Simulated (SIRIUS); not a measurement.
## Al in SIRIUS: convergence with k mesh

The system is Al.

```
CELL_PARAMETERS angstrom
0.00000 2.02481 2.02481
2.02481 0.00000 2.02481
2.02481 2.02481 0.00000
ATOMIC_POSITIONS crystal
Al 0.00000 0.00000 0.00000
```

* Program: SIRIUS 7.12.0
* Task: convergence study
* Functional: PBE
* Potentials or basis: all-electron FP-LAPW
* Cutoff: 158 eV
* Basis: apw+lo standard
* k mesh: 2 × 2 × 2
* Occupations: fermi-dirac, width 0.05 eV
* Spin: no spin polarisation

These are the settings of the first run; the series varies k mesh, with any setting tied to it.

Hardware: 1 thread of Arm Neoverse V1 (shared host).

| k mesh | energy less the tightest run, at zero smearing (meV/atom) | SCF cycles | CPU time (s) | peak memory (GiB) |
| --- | --- | --- | --- | --- |
| 2 × 2 × 2 | -680.13 | 6 | 9.8 | 0.24 |
| 3 × 3 × 3 | 569.78 | 7 | 10 | 0.24 |
| 5 × 5 × 5 | 50.94 | 5 | 10 | 0.24 |
| 7 × 7 × 7 | -53.47 | 5 | 11 | 0.25 |
| 9 × 9 × 9 | 21.98 | 5 | 11 | 0.26 |
| 11 × 11 × 11 | -15.91 | 5 | 12 | 0.28 |
| 14 × 14 × 14 | 0.00 | 5 | 14 | 0.31 |

Not settled before the last step: the energy (to 1 meV/atom). Meshes of other sizes hit other points, so gaps and Fermi surfaces needn't settle smoothly. The tightest run that finished is the yardstick and may itself not be fully converged.
